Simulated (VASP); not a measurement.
**ZnSe: relaxation of cell and atoms with PBE**

ZnSe:

```
Zn Se
1.0
     0.00000    2.86965    2.86965
     2.86965    0.00000    2.86965
     2.86965    2.86965    0.00000
Zn Se
1 1
Direct
  0.00000 0.00000 0.00000
  0.25000 0.25000 0.25000
```

| Item | Value |
| --- | --- |
| Program | VASP 6.6.1 |
| Task | relaxation of cell and atoms |
| Functional | PBE |
| Potentials or basis | VASP PAW PBE potentials, release 64 (Zn, Se) |
| Cutoff | 520 eV |
| k mesh | 10 × 10 × 10 |
| Occupations | gaussian, width 0.02 eV |
| Spin | no spin polarisation |
| Further INCAR settings | ALGO = Fast; EDIFF = 1e-07; IBRION = 2; EDIFFG = -0.002; NSW = 80; ISIF = 3 |

```
Relaxed volume                         : 23.64 Å³/atom
Relaxed cell                           : a = 4.059 Å, b = 4.059 Å, c = 4.059 Å, α = 60.00°, β = 60.00°, γ = 60.00°
Space group after relaxing (to 0.05 Å) : F-43m (No. 216)
Energy gained by relaxing              : 0.0 meV/atom
Ionic steps                            : 3
Pressure after relaxing                : 0.0 GPa
Band gap on the k mesh                 : 1.14 eV, direct
```

Final structure:
```yaml
crystal:
  lattice:
    - [0.00000, 2.86987, 2.86987]
    - [2.86987, 0.00000, 2.86987]
    - [2.86987, 2.86987, 0.00000]
  atoms:
    - { symbol: Zn, position: [0.00000, 0.00000, 0.00000] }
    - { symbol: Se, position: [0.25000, 0.25000, 0.25000] }
```

Levels at points of the mesh, in eV from the valence-band top:
```csv
k point,band 6,band 7,band 8,band 9,band 10,band 11,band 12,band 13
"(0.00, 0.00, 0.00)",-6.08,0.00,0.00,0.00,1.14,5.81,5.81,5.81
"(0.50, 0.00, 0.00)",-5.93,-4.99,-0.81,-0.81,2.48,6.39,6.39,8.47
"(0.50, 0.50, 0.00)",-5.91,-4.59,-2.05,-2.05,3.07,3.46,10.47,10.99
```

Run time: 11 s on 4 MPI ranks on Intel(R) Xeon(R) 6975P-C (Granite Rapids), with other jobs on the host, peak memory 0.17 GiB a rank.

As with any semilocal functional, this PBE gap is likely too small.
